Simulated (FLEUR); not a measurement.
The system is TiO2 (Anatase).

```
Ti O
1.0
    -1.89210    1.89210    4.75730
     1.89210   -1.89210    4.75730
     1.89210    1.89210   -4.75730
Ti O
2 4
Cartesian
  0.0000 1.8921 2.3786
  0.0000 0.0000 0.0000
  0.0000 0.0000 7.5346
  0.0000 1.8921 0.3987
  0.0000 1.8921 4.3586
  0.0000 0.0000 1.9800
```

Base run:

* Program: FLEUR MaX-R8.1 (later development tree)
* Functional: PBEsol
* Potentials or basis: all-electron
* Basis: FLAPW
* Kmax: 5.1 1/bohr
* k mesh: 10 × 10 × 10
* Occupations: fermi-dirac, width 0.05 eV
* Spin: no spin polarisation

Its results: band gap on the k mesh 2.08 eV, indirect (least direct gap 2.41 eV).

The run is repeated on the same cell with these changes: functional from PBEsol to LDA. What comes out?

Band gap on the k mesh 2.02 eV, indirect (least direct gap 2.36 eV).

Not every run made on this cell is shown here.
